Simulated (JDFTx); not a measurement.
Write the native input for JDFTx 1.7.0 (patched build) that does the following.

- Task: single point
- Functional: PBE
- Potentials or basis: PseudoDojo-SR-PBE-0.5-standard with smoothed tails
- Cutoff: 1143 eV
- Density cutoff: 9143 eV
- k mesh: 10 × 10 × 5
- Occupations: fermi-dirac, width 0.05 eV
- Spin: no spin polarisation
- Local potential set to -Z/r beyond: 6 bohr
- Bands: 25
- Density cutoff over wavefunction cutoff: 8
- Max SCF steps: 100
- SCF threshold on the energy: 1e-09 Ha
- Solver of the electrons: scf
- Further solve for the empty bands: yes

The system is GaN.

```
CELL_PARAMETERS angstrom
3.18000 0.00000 0.00000
-1.59000 2.75396 0.00000
0.00000 0.00000 5.16600
ATOMIC_POSITIONS crystal
Ga 0.67793 0.33774 0.49895
Ga 0.34599 0.66972 0.01059
N 0.67025 0.34254 0.87619
N 0.33420 0.65293 0.37421
```

The cell isn't the ideal one: atoms moved at random, drawn with an rms of 0.05 Å.

One way to write it, as run:

GaN.in

```
lattice \
    6.0093290763    -3.0046645382     0.0000000000 \
    0.0000000000     5.2042316397     0.0000000000 \
    0.0000000000     0.0000000000     9.7623251598
coords-type Lattice
ion Ga     0.6779320000     0.3377420000     0.4989470000 1
ion Ga     0.3459920000     0.6697240000     0.0105920000 1
ion N      0.6702470000     0.3425430000     0.8761860000 1
ion N      0.3341970000     0.6529300000     0.3742130000 1

ion-species pseudo/Ga.upf
ion-species pseudo/N.upf
elec-cutoff 42 336
elec-ex-corr gga-PBE
kpoint-folding 10 10 5
elec-smearing Fermi 0.0018374661
elec-n-bands 25
electronic-SCF nIterations 100 energyDiffThreshold 1e-09
electronic-minimize nIterations 30 energyDiffThreshold 1e-7
converge-empty-states yes
forces-output-coords Cartesian

dump-name run.$VAR
dump End Ecomponents EigStats BandEigs Kpoints Forces Stress
```

Potentials or basis: PseudoDojo-SR-PBE-0.5-standard with smoothed tails.

Command:

```sh
$ jdftx -c 1 -i GaN.in -o GaN.out
```

Results of the run:

| Quantity | Value |
| --- | --- |
| Pressure | 8.0 GPa |
| Largest force | 1.537 eV/Å |
| Band gap on the k mesh | 1.89 eV, direct |
| Loewdin charges | Ga +0.85, +0.83; N -0.81, -0.82 e |

It took 16 min on 1 thread of Arm Neoverse V2, with other jobs on the host, peak memory 1.2 GiB.
